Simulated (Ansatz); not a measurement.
Sb in Ansatz: the effect of functional

Sb:

```xyz
2
Lattice="3.1431 0.0000 0.0000 0.0000 4.3763 0.0000 -0.0392 0.0000 4.4350" Properties=species:S:1:pos:R:3 pbc="T T T"
Sb    0.0263    1.0941    1.0696
Sb    3.0776    3.2822    3.3655
```

This isn't the form of Sb at room conditions, which is rhombohedral.

The cell isn't the ideal one: volume scaled by 1.02.

Alike in all runs:

```yaml
Program: Ansatz 0.2.0
Task: single point
Potentials_or_basis: Ansatz PAW
k_mesh: 9 × 6 × 6
Occupations: fermi-dirac, width 0.05 eV
Spin: no spin polarisation
```

```tsv
functional	cutoff	pressure (GPa)	largest force (eV/Å)
LDA	420 eV (not typed: the program's choice for these potentials)	-4.2	0.04
PBEsol	420 eV (not typed: the program's choice for these potentials)	-3.2	0.03
r2SCAN	500 eV (not typed: the program's choice for these potentials)	?	?
```

Problem. What does the run with functional r2SCAN give?

Solution. Pressure -1.8 GPa; largest force 0.05 eV/Å.

Caveats: the PAW data sets come from PBE, with cores solved anew for the run's functional, which leaves a small shift of forces and pressure.
